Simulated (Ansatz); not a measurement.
A run of Ansatz 0.2.0 is set up as follows.

input.yaml

```yaml
crystal:
  lattice:
    - [3.00939, 0.0, 0.0]
    - [0.0, 3.00939, 0.0]
    - [0.0, 0.0, 3.68042]
  atoms:
    - { symbol: Ti, position: [0.0, 0.0, 0.0] }
    - { symbol: O, position: [0.0, 0.0, 0.5] }
hamiltonian:
  xc: pbesol
  pseudopotentials: { kind: paw }
kpoints:
  mp_grid: { grid: [9, 9, 7] }
scf:
  occupations: { method: fermi_dirac, width: 0.05 }
output:
  forces: true
  stress: true
  eigenvalues: true
  write_density: true
  write_potential: true
  elf: true
  volumetric_format: npy
relax:
  f_tol: 0.01
  max_steps: 40
  cell: { stress_tol: 0.05 }
```

Potentials or basis: Ansatz PAW.

Command:

```console
$ ansatz run input.yaml --threads 2 --pin off --max-ram 5632MiB --backend cpu --events-out ev --progress --plain --runs-dir out
```

(1) Estimate the relaxed cell.

(2) Predict the relaxed volume.

(3) Estimate the space group after relaxing (to 0.05 Å).

Answers

(1) a = 2.950 Å, b = 2.950 Å, c = 3.654 Å, α = 90.00°, β = 90.00°, γ = 90.00°.

(2) 15.90 Å³/atom.

(3) P4/mmm (No. 123).

Caveat: the pressure holds a Pulay correction of +0.4 GPa for the finite cutoff; semilocal functionals often make such compounds metallic where correlation or magnetic order opens a gap, which also shifts bond lengths; the PAW data sets come from PBE, with cores solved anew for the run's functional, which leaves a small shift of forces and pressure.
